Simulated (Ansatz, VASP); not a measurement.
**Os: VASP beside Ansatz**

Contents of INCAR:

```
SYSTEM = Os
PREC = Accurate
ENCUT = 600
EDIFF = 1E-6
ISMEAR = -1
SIGMA = 0.05
LREAL = .FALSE.
LASPH = .TRUE.
NELM = 80
ALGO = Fast
ISIF = 3
LWAVE = .FALSE.
LCHARG = .FALSE.
GGA = PS
IVDW = 12
IBRION = 2
NSW = 60
EDIFFG = -0.01
```

File KPOINTS:

```
regular mesh
0
G
  11 11 6
  0 0 0
```

POSCAR

```
Os
1.0
    2.7341000000      0.0000000000      0.0000000000
   -1.3670500000      2.3678000565      0.0000000000
    0.0000000000      0.0000000000      4.3197000000
Os
2
Direct
    0.6666666667      0.3333333333      0.7500000000
    0.3333333333      0.6666666667      0.2500000000
```

input.yaml

```yaml
crystal:
  lattice:
    - [2.7341, 0.0, 0.0]
    - [-1.36705, 2.3678000565, 0.0]
    - [0.0, 0.0, 4.3197]
  atoms:
    - { symbol: Os, position: [0.6666666667, 0.3333333333, 0.75] }
    - { symbol: Os, position: [0.3333333333, 0.6666666667, 0.25] }
hamiltonian:
  xc: pbesol
  pseudopotentials: { kind: paw }
  dispersion: d3bj
kpoints:
  mp_grid: { grid: [11, 11, 6] }
scf:
  occupations: { method: fermi_dirac, width: 0.05 }
output:
  forces: true
  stress: true
  eigenvalues: true
  write_density: true
  write_potential: true
  elf: true
  volumetric_format: npy
relax:
  f_tol: 0.01
  max_steps: 40
  cell: { stress_tol: 0.05 }
```

Alike in both runs: task relaxation of cell and atoms; functional PBEsol; dispersion D3(BJ); k mesh 11 × 11 × 6; occupations fermi-dirac, width 0.05 eV; no spin polarisation.

|  | VASP | Ansatz |
| --- | --- | --- |
| version | VASP 6.6.1 | Ansatz 0.2.0 |
| potentials or method | VASP PAW PBE potentials, release 64 (Os) | Ansatz PAW |
| plane-wave cutoff (eV) | 600 | 420 |
| valence electrons in the cell | 16 | 32 |

```csv
,VASP,Ansatz,Ansatz less VASP
"gap on the k mesh at the Fermi level, each at its own relaxed structure (eV)",none,none,-
relaxed volume (Å³/atom),13.67,13.65,-0.027
relaxed cell length with the largest relative difference (Å),2.713,2.711,-0.0020
energy change over the relaxation (meV/atom),-10,-11,-1.4
```

A gap of «none» marks a metal or a gap that the smearing closes. The two sets of potentials don't hold the same shells in valence.

Caveats: pairwise dispersion overbinds metals, which lowers pressure and volume; the PAW data sets were made with another functional, which shifts forces and pressure a little (VASP); the plane-wave basis is chosen anew once the cell has moved, so the energies of steps on either side of that aren't comparable (Ansatz); the PAW data sets come from PBE, with cores solved anew for the run's functional, which leaves a small shift of forces and pressure (Ansatz). The runs have no spin-orbit coupling, so splittings on Os are missing.
